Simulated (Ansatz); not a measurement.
**Structure optimisation: indium, body-centred tetragonal**

These are results of Ansatz, DFT, PBEsol, plane waves (420 eV) with PAW, scalar-relativistic, not measurements. The PAW files were generated under PBE, with cores re-solved for the functional.

k-point mesh 12×12×14, Fermi-Dirac smearing 0.1 eV, no spin polarisation. Cell and atoms relax.

Starting structure:

```
In
1.0
    -1.62547    1.62547    2.47370
     1.62547   -1.62547    2.47370
     1.62547    1.62547   -2.47370
In
1
Direct
  0.00000 0.00000 0.00000
```

The pressure at the start is -0.9 GPa. By how much does the volume change?

From 26.14 to 25.58 Å³ per atom, -2.2 %. The final cell has a = 4.466 Å, b = 4.635 Å, c = 3.291 Å, β = 131.30°.

The cell has left the body-centred tetragonal structure type; it ends in C2/m.

How much energy does the relaxation gain?

3.3 meV per atom.

Path of the relaxation (the plane waves are chosen anew near the end, which can shift the energy a little):

```json
{"step": "0", "E − E(final) (meV/atom)": "3.31", "V (Å³/atom)": "26.144", "P (GPa)": "-0.86", "max force (eV/Å)": "0.000"}
{"step": "1", "E − E(final) (meV/atom)": "1.31", "V (Å³/atom)": "25.655", "P (GPa)": "-0.08", "max force (eV/Å)": "0.000"}
{"step": "2", "E − E(final) (meV/atom)": "0.66", "V (Å³/atom)": "25.506", "P (GPa)": "0.17", "max force (eV/Å)": "0.000"}
{"step": "3", "E − E(final) (meV/atom)": "0.46", "V (Å³/atom)": "25.334", "P (GPa)": "0.46", "max force (eV/Å)": "0.000"}
{"step": "4", "E − E(final) (meV/atom)": "-0.02", "V (Å³/atom)": "25.544", "P (GPa)": "0.06", "max force (eV/Å)": "0.000"}
{"step": "5", "E − E(final) (meV/atom)": "-0.10", "V (Å³/atom)": "25.630", "P (GPa)": "-0.07", "max force (eV/Å)": "0.000"}
{"step": "6", "E − E(final) (meV/atom)": "-0.13", "V (Å³/atom)": "25.581", "P (GPa)": "0.01", "max force (eV/Å)": "0.000"}
{"step": "7", "E − E(final) (meV/atom)": "0.00", "V (Å³/atom)": "25.581", "P (GPa)": "0.01", "max force (eV/Å)": "0.000"}
```

The k-point mesh keeps fewer symmetry operations than the starting structure has, so the cell can leave it.
